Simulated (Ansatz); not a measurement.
# A convergence test on BN (Qingsongite): wavefunction cutoff

Wanted: the cheapest wavefunction cutoff that holds the PBE gap of BN (Qingsongite).

Main program and level: Ansatz 0.2.0; DFT, PBE, plane waves, PAW; PAW set soft_1.

**1. The structure**

Symmetry: F-43m, No. 216, cubic system. Conventional cell: a = 3.615 Å, b = 3.615 Å, c = 3.615 Å, α = 90.00°, β = 90.00°, γ = 90.00°. Nearest to B lie 4 N at 1.57 Å. Nearest to N lie 4 B at 1.57 Å. Farther neighbours and most contacts between anions are not listed.

The cell and positions come from the Crystallography Open Database and are kept as given unless a step says otherwise.

**2. Wavefunction cutoff: 190 eV**

File input.yaml:

```yaml
crystal:
  lattice:
    - [0.0, 1.8075, 1.8075]
    - [1.8075, 0.0, 1.8075]
    - [1.8075, 1.8075, 0.0]
  atoms:
    - { symbol: B, position: [0.0, 0.0, 0.0] }
    - { symbol: "N", position: [0.25, 0.25, 0.25] }
kpoints:
  mp_grid: { grid: [10, 10, 10] }
  band_path:
    path:
      - [0.0, 0.0, 0.0]
      - [-0.5, -0.5, 0.0]
      - [-0.375, -0.375, 0.25]
      - [-0.375, 0.0, 0.375]
      - [0.0, 0.0, 0.5]
      - [-0.5, -0.25, 0.25]
    npoints: 1
hamiltonian:
  xc: pbe
  pseudopotentials: { kind: paw, azcp: { folder: soft_1 } }
scf:
  occupations: { method: fermi_dirac, width: 0.02 }
  n_extra_bands: 4
  max_iter: 80
output:
  eigenvalues: true
basis:
  ecutwfc: 190.0
```

Run with:

```bash
ansatz run input.yaml --threads 3 --pin off --max-ram 92160MiB --backend cuda --events-out ev --progress --plain --runs-dir out --devices 1 --max-vram 13GiB
```

Numbers of over 12 decimals in the logs are rounded to 6 here.

What it wrote:

```text
Warning: basis.ecutwfc = 190 eV is below the records' recommended 420 eV, and the density's cutoff is lower with it unless basis.ecutrho_ratio is high enough to keep the records' density cutoff: compare with a run at a higher cutoff
Warning: basis.ecutrho_ratio 4 (ecutrho = 760 eV, dense FFT grid 12×12×12): the grid does not resolve the core-correction charge of N (measure 0.13 e/Å^2.5); warned from 0.08. The energy and each atom's force then go with where the atoms sit on the grid: [figures from the program's tests cut] If this deck is also warned that a cutoff or its ratio is below what is recommended, mend that before anything below. First try basis.xc_grid, which is 1 on this run (the dense grid itself), where it is not refused (2, then 3). Above 1 the core-correction charge is laid on the exchange–correlation grid, and this warning is never given, whether or not the level is enough: [rest of the remark cut]
scf.n_extra_bands = 4 over 4 filled bands (N_el = 8.0): the run solves 8 bands
GPUs: using 1 of 1 available (devices: 1).
Engine: ansatz 0.2.0, x86_64-unknown-linux-gnu
Pseudopotentials: kind: paw
Pseudopotential: B, paw, valence charge 3, recommended cutoff 420 eV (normal), soft_1/B.paw.azcp
Pseudopotential: N, paw, valence charge 5, recommended cutoff 420 eV (normal), soft_1/N.paw.azcp
Functional definition: PBE
  parameter kappa = 0.804
  parameter beta = 0.066725
  exchange = pbe_x(kappa = kappa, mu = beta*pi^2/3)
  correlation = pbe_c(beta = beta)
device memory: the entry about to start is reckoned to put 0.8 GiB on a device that reports 63.3 GiB free (of which the cap on the GPU budget leaves the run 13.0 GiB)
GPU FFT provider: cuFFT
GPU libraries: cuBLAS 13.8.2, cuFFT 12.4.0, cuSOLVER 12.3.4
Crystal: 2 atoms, lattice volume = 11.810 Å³
Basis set: ecut = 190 eV, 65 PW (Γ)
Bands: 8, of which v1, the nominal top of the filled ones, is band 4 counted from 1 (3 counted from 0)
Symmetry: 24 space group operations
Space group: F-43m (ITA 216), of the structure as read, at distance tolerance 2.3e-5 Å
k-points: 47 of 1000 (time reversal used)
Non-local potential: B, projectors of the file, l = 0: 2, l = 1: 2, l = 2: 1
Non-local potential: N, projectors of the file, l = 0: 2, l = 1: 2, l = 2: 1
PAW form: soft (Blöchl's): semilocal exchange-correlation on the pseudo side does not see the compensation charge
PAW one-centre angular grid: B, 110 points (default); XC on 64 Gauss nodes
PAW one-centre angular grid: N, 110 points (default); XC on 64 Gauss nodes
Initial density: superposition of atomic densities (chi_scale 0.1, normalization cell, long waves kept (reshape's long-wave potential 0.00 eV rms))
Initial wavefunctions: pseudopotential atomic-orbital guess
GPU buffer pool allocated for 1728 grid points (all kernels)
GPU transforms: local potential and band sums: the whole-box path, slower on large boxes, on 12×12×12 (no pruned transform is built for box sides of 12 points)
Functional: x = pbe(κ = 0.804, μ = 0.219515), c = pbe(β = 0.066725)
SCF iter   1: F=—  HF=-537.769384 eV  |F-HF|=—  |Δ(HF+E_count)|=         —  Δρ=1.41e-1  dr2=1.18e0  ethr=3.10e-3  ⟨swp⟩=4.0  Hψ=2425  notcnv=0
preconditioner: auto → none  [insulator: Δε(μ)=4.434 eV  Ē_g=20.373 eV  σ=0.020 eV  W_gap=1.00  n_scr=0 (ndim 8)  ℏωp=30.6 eV  f_vac=0.000  D(μ)=0.00/eV (n_scr^D=0)  ε∞_Penn≈3.3]
SCF iter   2: F=—  HF=-537.603935 eV  |F-HF|=—  |Δ(HF+E_count)|=   1.65e-1  Δρ=6.97e-2  dr2=2.81e-1  ethr=3.10e-3  ⟨swp⟩=2.0  Hψ=922  notcnv=0
SCF iter   3: F=—  HF=-537.562296 eV  |F-HF|=—  |Δ(HF+E_count)|=   4.16e-2  Δρ=1.81e-3  dr2=2.21e-4  ethr=3.10e-3  ⟨swp⟩=2.0  Hψ=466  notcnv=0
SCF iter   4: F=—  HF=-537.562086 eV  |F-HF|=—  |Δ(HF+E_count)|=   2.09e-4  Δρ=2.75e-4  dr2=5.86e-6  ethr=2.77e-6  ⟨swp⟩=2.0  Hψ=593  notcnv=0
SCF iter   5: F=—  HF=-537.562099 eV  |F-HF|=—  |Δ(HF+E_count)|=   1.30e-5  Δρ=6.21e-5  dr2=3.58e-7  ethr=7.32e-8  ⟨swp⟩=2.1  Hψ=556  notcnv=0
SCF iter   6: F=-537.562099 eV  HF=-537.562099 eV  |F-HF|=2.47e-9  |Δ(HF+E_count)|=   1.11e-7  Δρ=7.19e-6  dr2=4.01e-9  ethr=1.25e-9  ⟨swp⟩=2.9  Hψ=1441  notcnv=0
SCF 1 converged in 6 iterations: F = -537.562099 eV  dr2 = 4.01e-9
[...]
device memory: the entry about to start is reckoned to put 0.6 GiB on a device that reports 61.3 GiB free (of which the cap on the GPU budget leaves the run 13.0 GiB)
NSCF: frozen V_eff on 6 k-points
SCF converged after 6 iterations
Free energy (F): -537.562099 eV
Harris-Foulkes:  -537.562099 eV  (|F-HF|=2.47e-9)
Internal energy: -537.562099 eV  (E = F + TS)
E sigma→0 (E₀):  -537.562099 eV
Fermi energy:    13.768066 eV
--- Per-component energies (eV) ---
  E_band       = 27.579411
  E_kinetic    = 188.627554
  E_local      = -149.831358  (includes V_loc(G=0)·N_el)
  E_nonlocal   = 34.966193
  E_hartree    = 46.233240
  E_xc         = -96.280452
  E_vxc        = -119.249342  (∫ρ·V_xc dr)
  E_paw        = -202.905112  (= ΣΔE_a)
  E_vpaw       = -19.413363  (= ΣTr[D̂ρ^β])
  E_aug_tail   = 0.012486  (compensation charges beyond the density's cutoff)
  E_ewald      = -358.384650
  E_smearing   = -0.000000  (= −TS)
  E_closure    = -0.000000  (closes the sum)
  Σ components = -537.562099   (vs F -537.562099, Δ=0.00e0)
--- Band table (eV; the first three rows and the last of 47) ---
  k-point 0: bands = ["-9.3764", "11.8515", "11.8515", "11.8515", "20.4526", "20.4526", "20.4526", "21.0129"]
  k-point 1: bands = ["-9.1302", "10.5525", "11.6761", "11.6761", "20.5168", "20.9281", "20.9281", "22.2748"]
  k-point 2: bands = ["-8.4227", "7.3408", "11.1184", "11.1184", "20.6489", "21.7052", "21.7052", "24.3005"]
  k-point 46: bands = ["-3.7042", "3.5411", "4.9275", "5.1757", "20.4218", "24.5556", "25.6302", "27.7826"]
```

It took 7.5 s on 1 × NVIDIA H100 80GB HBM3 (shared by 6 runs) with 3 threads of AMD EPYC 7R13 (Zen 3), shared host; peak memory 0.84 GiB.

Numbers from this step:

```
gap                  : 3.833 eV
valence top at       : Γ
conduction bottom at : X
least direct gap     : 8.601 eV
```

The gap is indirect, with the least direct gap 4.77 eV higher.

**3. Wavefunction cutoff: 290 eV**

Edit input.yaml of step 2 so:

```diff
@@ -23,3 +23,3 @@
 scf:
-  occupations: { method: fermi_dirac, width: 0.02 }
+  occupations: { method: fixed }
   n_extra_bands: 4
@@ -28,3 +28,7 @@
   eigenvalues: true
+  write_density: true
+  write_potential: true
+  elf: true
+  volumetric_format: npy
 basis:
-  ecutwfc: 190.0
+  ecutwfc: 290.0
```

What it wrote:

```text
[...]
GPUs: using 1 of 1 available (devices: 1).
[...]
GPU FFT provider: cuFFT
GPU libraries: cuBLAS 13.8.2, cuFFT 12.4.0, cuSOLVER 12.3.4
Crystal: 2 atoms, lattice volume = 11.810 Å³
Basis set: ecut = 290 eV, 137 PW (Γ)
Bands: 8, of which v1, the nominal top of the filled ones, is band 4 counted from 1 (3 counted from 0)
[... 1 set-up line as in the run before ...]
[...]
SCF 1 converged in 7 iterations: F = -542.004671 eV  dr2 = 4.15e-10
[...]
NSCF: frozen V_eff on 6 k-points
SCF converged after 7 iterations
Free energy (F): -542.004671 eV
[...]
Internal energy: -542.004671 eV  (E = F + TS)
E sigma→0 (E₀):  -542.004671 eV
Fermi energy:    11.180425 eV
[...]
--- Band table (eV; the first three rows and the last of 47) ---
[...]
```

Run time: 4.7 s. Hardware: 1 × NVIDIA H100 80GB HBM3 (shared by 6 runs) with 3 threads; peak memory 0.84 GiB; 3.5 s of CPU time.

Numbers from this step:

```
gap                  : 4.450 eV
valence top at       : Γ
conduction bottom at : X
least direct gap     : 8.830 eV
```

The gap is 4.450 eV, +0.617 eV from the run before at this level.

**4. Wavefunction cutoff: 420 eV (the default)**

input.yaml, the sections that differ from step 3:

```yaml
kpoints:
  mp_grid: { grid: [10, 10, 10] }
  band_path:
    path:
      - [[0.0, 0.0, 0.0], [-0.5, -0.5, 0.0], [-0.375, -0.375, 0.25]]
      - [[-0.375, 0.0, 0.375], [0.0, 0.0, 0.0], [0.0, 0.0, 0.5], [-0.5, -0.25, 0.25], [-0.5, -0.5, 0.0]]
    npoints: 10
scf:
  occupations: { method: fermi_dirac, width: 0.02 }
  n_extra_bands: 4
# crystal, hamiltonian, output: as in step 3
# basis: removed
```

What it wrote:

```text
[...]
GPUs: using 1 of 1 available (devices: 1).
[...]
GPU FFT provider: cuFFT
GPU libraries: cuBLAS 13.8.2, cuFFT 12.4.0, cuSOLVER 12.3.4
Crystal: 2 atoms, lattice volume = 11.810 Å³
Basis set: ecut = 420 eV, 259 PW (Γ)
Bands: 8, of which v1, the nominal top of the filled ones, is band 4 counted from 1 (3 counted from 0)
[... 1 set-up line as in the run before ...]
[...]
SCF 1 converged in 7 iterations: F = -542.279258 eV  dr2 = 5.43e-10
[...]
NSCF: frozen V_eff on 62 k-points, pencils in batches of 32, up to order 40
SCF converged after 7 iterations
Free energy (F): -542.279258 eV
[...]
Internal energy: -542.279258 eV  (E = F + TS)
E sigma→0 (E₀):  -542.279258 eV
Fermi energy:    13.402718 eV
[...]
--- Band table (eV; the first three rows and the last of 47) ---
[...]
```

Wall time 5.7 s (1 × NVIDIA H100 80GB HBM3 (shared by 6 runs) with 3 threads); peak memory 0.86 GiB; 2.8 s of CPU time.

Numbers from this step:

```yaml
gap: 4.467 eV
valence_top_at: Γ
conduction_bottom_at: X
least_direct_gap: 8.825 eV
```

The gap is 4.467 eV, +0.016 eV from the run before at this level.

**5. Wavefunction cutoff: 630 eV**

input.yaml, the sections that differ from step 4:

```yaml
kpoints:
  mp_grid: { grid: [10, 10, 10] }
  band_path:
    path:
      - [0.0, 0.0, 0.0]
      - [-0.5, -0.5, 0.0]
      - [-0.375, -0.375, 0.25]
      - [-0.375, 0.0, 0.375]
      - [0.0, 0.0, 0.5]
      - [-0.5, -0.25, 0.25]
    npoints: 1
scf:
  occupations: { method: fixed }
  n_extra_bands: 4
  max_iter: 80
basis:
  ecutwfc: 630.0
# crystal, hamiltonian, output: as in step 4
```

What it wrote:

```text
[...]
GPUs: using 1 of 1 available (devices: 1).
[...]
GPU FFT provider: cuFFT
GPU libraries: cuBLAS 13.8.2, cuFFT 12.4.0, cuSOLVER 12.3.4
Crystal: 2 atoms, lattice volume = 11.810 Å³
Basis set: ecut = 630 eV, 411 PW (Γ)
Bands: 8, of which v1, the nominal top of the filled ones, is band 4 counted from 1 (3 counted from 0)
[... 1 set-up line as in the run before ...]
[...]
SCF 1 converged in 7 iterations: F = -542.283538 eV  dr2 = 4.43e-10
[...]
SCF converged after 7 iterations
Free energy (F): -542.283538 eV
[...]
Internal energy: -542.283538 eV  (E = F + TS)
E sigma→0 (E₀):  -542.283538 eV
Fermi energy:    11.170176 eV
[...]
--- Band table (eV; the first three rows and the last of 47) ---
[...]
```

Wall time 7.6 s (1 × NVIDIA H100 80GB HBM3 (shared by 6 runs) with 3 threads); peak memory 0.85 GiB.

This step gave:

```yaml
gap: 4.466 eV
valence_top_at: Γ
conduction_bottom_at: X
least_direct_gap: 8.825 eV
```

The gap is 4.466 eV, −0.001 eV from the run before at this level.

**6. The series**

Differences are against the last row; a negative gap means that bands overlap, and a run with a band path holds that path's time. Times are wall times on 1 × NVIDIA H100 80GB HBM3 (shared by 6 runs) with 3 threads of AMD EPYC 7R13 (Zen 3), shared host, good to a factor of about two.

```
wavefunction cutoff  gap (eV)  direct gap (eV)  gap error (eV)  energy error (meV/atom)  irreducible k   time
             190 eV     3.833            8.601          −0.633                  +2360.7             47  7.5 s
             290 eV     4.450            8.830          −0.015                   +139.4             47  4.7 s
             420 eV     4.467            8.825          +0.001                     +2.1             47  5.7 s
             630 eV     4.466            8.825          +0.000                     +0.0             47  7.6 s
```

**7. What came out**

```yaml
190_ev: 3.833 eV
290_ev: 4.450 eV
420_ev: 4.467 eV
630_ev: 4.466 eV
```

The gap holds to 0.02 eV from 290 eV on. At 190 eV the gap is off by −0.633 eV and the energy by +2361 meV/atom.

[Paths, hosts, dates, memory and timing lines, banners, echoed tables and standing remarks are left out of the program output.]

[Logs are printed without paths, hosts, clocks, repeated set-up lines and the standing remarks that a program may print on its own settings, such as how far it seeks lower states.]

[Runs of the session that timed out or met a known fault of the program may be left out.]

[Cells called generated may have been cut or substituted from an entry of the Crystallography Open Database or the Materials Project.]

[Hosts, paths, dates, database ids (printed as entryN), source tags and the programs' standing remarks are cut or masked in the printed files.]
